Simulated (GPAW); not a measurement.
Write an ASE script for GPAW 26.7.0 that does the following.

```
Task                      : band structure
Functional                : BLYP
Potentials or basis       : PAW data sets generated in the run's folder for this functional
Cutoff                    : 600 eV
Basis                     : pw
k mesh                    : 6 × 6 × 4
Occupations               : fermi-dirac, width 0.05 eV
Spin                      : spin-orbit coupling, no magnetisation
Eigensolver               : davidson
Maxiter                   : 150
Band path                 : GMKGALHA,LM,KH
Band points               : 60
spin axis theta (degrees) : 54.7
spin axis phi (degrees)   : 45
Soc after scf             : second variation
```

The system is PtSe2 (Sudovikovite).

```
CELL_PARAMETERS angstrom
3.72400 0.00000 0.00000
-1.86200 3.22508 0.00000
0.00000 0.00000 5.06200
ATOMIC_POSITIONS crystal
Pt 0.00000 0.00000 0.00000
Se 0.66667 0.33333 0.75000
Se 0.33333 0.66667 0.25000
```

The input as run:

run.py

```python
import numpy as np
from ase import Atoms
from ase.dft.bandgap import bandgap
from ase.io import write
from ase.units import GPa
from gpaw import GPAW, PW, setup_paths
from gpaw.spinorbit import soc_eigenstates

setup_paths.insert(0, '.')

atoms = Atoms(['Pt', 'Se', 'Se'],
              cell=[[3.724, 0.0, 0.0],
                    [-1.862, 3.2250786037, 0.0],
                    [0.0, 0.0, 5.062]],
              scaled_positions=[[0.0, 0.0, 0.0],
                                [0.6666666667, 0.3333333333, 0.75],
                                [0.3333333333, 0.6666666667, 0.25]],
              pbc=True)

calc = GPAW(mode=PW(600),
            xc='BLYP',
            kpts={'size': (6, 6, 4), 'gamma': True},
            occupations={'name': 'fermi-dirac', 'width': 0.05},
            nbands=26,
            convergence={'density': 1e-05, 'energy': 1e-05},
            eigensolver='davidson',
            maxiter=150,
            txt='gpaw.txt')
atoms.calc = calc
energy = atoms.get_potential_energy()
forces = atoms.get_forces()
stress = atoms.get_stress()
calc.write('gs.gpw')
write('result.traj', atoms)
print(f'Energy: {energy:.6f} eV')
print('Forces (eV/A):')
print(forces.round(4))
print('Stress (GPa):', (stress / GPa).round(3))
print('Fermi level:', round(calc.get_fermi_level(), 4), 'eV')
print(f'Gap: {bandgap(calc)[0]:.4f} eV, direct: {bandgap(calc, direct=True)[0]:.4f} eV')

path = atoms.cell.bandpath('GMKGALHA,LM,KH', npoints=60, eps=1e-4)
bs_calc = calc.fixed_density(kpts=path, symmetry='off', nbands=41,
                             convergence={'bands': 'CBM+6.0', 'eigenstates': 1e-6}, txt='bands.txt')
bs = bs_calc.band_structure()
bs.write('bs.json')
print(f'Gap on the path: {bandgap(bs_calc)[0]:.4f} eV')

soc = soc_eigenstates(bs_calc, theta=54.7, phi=45)
np.savetxt('soc_bands.dat', soc.eigenvalues(), fmt='%.4f')
mesh = soc_eigenstates('gs.gpw', theta=54.7, phi=45)
np.savetxt('soc_mesh.dat', mesh.eigenvalues(), fmt='%.4f')
print('Fermi level with spin-orbit coupling:', round(mesh.fermi_level, 4), 'eV')
```

Potentials or basis: PAW data sets generated in the run's folder for this functional, pw.

The run is started by

```sh
$ gpaw-setup -f BLYP Pt Se
$ OMP_NUM_THREADS=1 python run.py
```

It gave:

```json
{
  "Pressure": "14.3 GPa",
  "Largest force": "0.991 eV/Å",
  "Band gap along the path": "none (metal or under the smearing width)"
}
```

Caveat: spin-orbit coupling was added after a scalar SCF, so levels and gaps hold it while energy, forces, pressure and moments don't; this program's spin-orbit splittings come out too wide for heavy elements.

Wall time 76 s on 1 thread of Arm Neoverse V1, with other jobs on the host, peak memory 0.34 GiB.
